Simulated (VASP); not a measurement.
Runs of VASP 6.6.1 on C. It takes space group P6_3/mmc (No. 194, hexagonal). Conventional cell: a = 2.522 Å, b = 2.522 Å, c = 12.356 Å, α = 90.00°, β = 90.00°, γ = 120.00°. Around C (site symmetry 3m) lie 4 C at 1.54 Å. Around C (site symmetry 3m) lie 4 C at 1.54 Å. Around C (site symmetry 3m) lie 4 C at 1.54 Å. This is a hexagonal form of diamond, not graphite.

```tsv
task	level	cell	cutoff (eV)	smearing	gap on the mesh (eV)	pressure (GPa)	relaxed volume (Å³/atom)	largest force (eV/Å)
relaxation of cell and atoms	BLYP+D4	relaxed	600	fermi-dirac 0.05 eV	(c)	-0.1	(b)	0.01
single point	PBE	as given	520	gaussian 0.014 eV	4.38	(a)	-	0.33
relaxation of cell and atoms	BLYP+D3(BJ)	relaxed	600	fermi-dirac 0.05 eV	4.74	0.1	5.69	0.01
relaxation of cell and atoms	BLYP+D3	relaxed	600	fermi-dirac 0.05 eV	4.71	0.0	5.76	0.01
```

Alike in all rows: potentials or basis VASP PAW PBE potentials, release 64 (C); no spin polarisation; k mesh 12 × 12 × 3.

**Question.** Fill in the values left out.

**Answer.** (a) 2.7; (b) 5.68; (c) 4.75.

Caveats: an odd mesh through Γ misses points on the zone boundary, where band edges often lie; the PAW data sets were made with another functional, which shifts forces and pressure a little (some runs).
